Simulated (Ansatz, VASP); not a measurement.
**Two plane-wave programs on HfN**

```
Hf N
1.0
     0.00000    2.27390    2.27390
     2.27390    0.00000    2.27390
     2.27390    2.27390    0.00000
Hf N
1 1
Direct
  0.50000 0.50000 0.50000
  0.00000 0.00000 0.00000
```

Alike in both runs: functional PBE; k mesh 16 × 16 × 16; occupations gaussian, width 0.1 eV; no spin polarisation.

Ansatz relaxed the structure, and its values are those at the end. VASP's run is a single point on that final structure, the one shown.

|  | VASP | Ansatz |
| --- | --- | --- |
| version | VASP 6.6.1 | Ansatz 0.2.0 |
| potentials or method | VASP PAW PBE potentials, release 64 (Hf_pv, N) | scalar-relativistic, plane waves, PAW |
| plane-wave cutoff (eV) | 520 | 420 |
| valence electrons in the cell | 15 | 31 |

|  | VASP | Ansatz | Ansatz less VASP |
| --- | --- | --- | --- |
| gap on the k mesh at the Fermi level (eV) | none | none | - |
| pressure (GPa) | -2.3 | 0.0 | +2.35 |

A gap of «none» marks a metal or a gap that the smearing closes. With one functional, cell and mesh, what is left measures potentials, basis and numerics. The two sets of potentials don't hold the same shells in valence.

The runs have no spin-orbit coupling, so splittings on Hf are missing.
